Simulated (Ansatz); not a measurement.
# How the vibrations of Al change with volume

Level of theory: Ansatz, DFT PBE+D3(BJ), scalar-relativistic, plane waves, PAW. Settings: 420 eV plane-wave cutoff, Γ-centred 18×18×10 mesh, Fermi-Dirac smearing of 0.15 eV. No spin polarisation. Phonons by linear response, acoustic sum rule imposed.

The cell, relaxed at this level:
```cif
data_structure
_symmetry_space_group_name_H-M 'P 1'
_symmetry_Int_Tables_number 1
_cell_length_a 2.8170
_cell_length_b 2.8170
_cell_length_c 4.6366
_cell_angle_alpha 90.000
_cell_angle_beta 90.000
_cell_angle_gamma 120.000
_cell_volume 31.86
loop_
_atom_site_label
_atom_site_type_symbol
_atom_site_fract_x
_atom_site_fract_y
_atom_site_fract_z
_atom_site_occupancy
Al1 Al 0.66667 0.33333 0.75000 1
Al2 Al 0.33333 0.66667 0.25000 1
```

In a metal, frequencies depend on the k mesh and the smearing, soft modes most.

Cells at 0.98 and 1.02 times the equilibrium volume were relaxed in shape and atoms; γ = −d ln ν / d ln V, modes matched by rank.

Task: Give the optical frequencies at Γ (cm⁻¹) at the three volumes and the mode Grüneisen parameters.

Result:
```csv
0.98 V,V,1.02 V,γ,degeneracy
159,153,147,2.00,2
345,332,319,1.93,1
```

Task: What pressures hold the two strained cells, and what bulk modulus follows?

Result: 1.74 GPa at 0.98 V and -1.56 GPa at 1.02 V, so B = −dP/d ln V ≈ 83 GPa.

This form isn't the element's structure at ambient conditions.

Cost: 6 runs of about 1.5 core-minutes in all, on Intel Xeon Platinum 8488C (Sapphire Rapids) (shared hosts).